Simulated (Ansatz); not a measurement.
**SiC: Si on a C site**

These are results of DFT PBE, scalar-relativistic, plane waves, PAW in Ansatz, not measurements. Run with 420 eV cutoff, 2×2×2 k-mesh, shifted by half a step, Gaussian smearing of 0.01 eV, collinear spin in charge +1, -1 alone.

Host crystal, relaxed:

```
CELL_PARAMETERS angstrom
3.09194 0.00000 0.00000
-1.54597 2.67770 0.00000
0.00000 0.00000 5.07429
ATOMIC_POSITIONS crystal
Si 0.33333 0.66667 0.49958
Si 0.66667 0.33333 0.99958
C 0.33333 0.66667 0.87542
C 0.66667 0.33333 0.37542
```

Supercell of 48 atoms, rows in host cell vectors: 2 2 1; -2 0 1; 0 -2 1. Atoms relax at the host's cell, keeping the symmetry that the supercell leaves at the site. The cell is small, so energies carry finite-size errors of tenths of an eV. The host's Kohn–Sham gap is 2.31 eV. Atoms are taken from and returned to the elements' standard states. Charged cells are corrected for image charges with the computed static dielectric tensor (mean 10.6) and aligned with the host's potential at far atoms (alignment terms reach 0.26 eV; the program doubts the alignment in some charges, where it is up to 0.26 eV). No band-filling term is added, and the Fermi level counts from the host's valence band top.

Starting moments were lost in some runs.

Defect: Si on a C site set at (0.333, 0.667, 0.875) of the host cell. Before relaxation its nearest neighbours are 3 Si at 1.89 Å, 1 Si at 1.91 Å.

| charge | E_f at the valence band top (eV) | over the neutral state (eV) | moment (μB) | largest move (Å) | atoms near the site |
| --- | --- | --- | --- | --- | --- |
| +1 | 4.00 | 0.01 | 1.00 | 0.29 | 1 Si at 2.17 Å, 3 Si at 2.18 Å |
| 0 | 3.99 | 0.00 | 0.00 | 0.27 | 3 Si at 2.15 Å, 1 Si at 2.17 Å |
| -1 | 6.66 | 2.67 | 0.00 | 0.27 | 3 Si at 2.16 Å, 1 Si at 2.17 Å |

Among the charges computed the stable one is 0 at the valence band top and stays so across the gap. In charge +1, -1 the extra carrier would gain by moving to a band edge of the host, so it isn't bound in the gap, though by less than the errors named above. In charge +1, -1 the cell has partly filled bands: a level of the defect may be part filled, the carrier may sit in the host's bands, or levels may cross between the k points, so transitions that involve it are doubtful.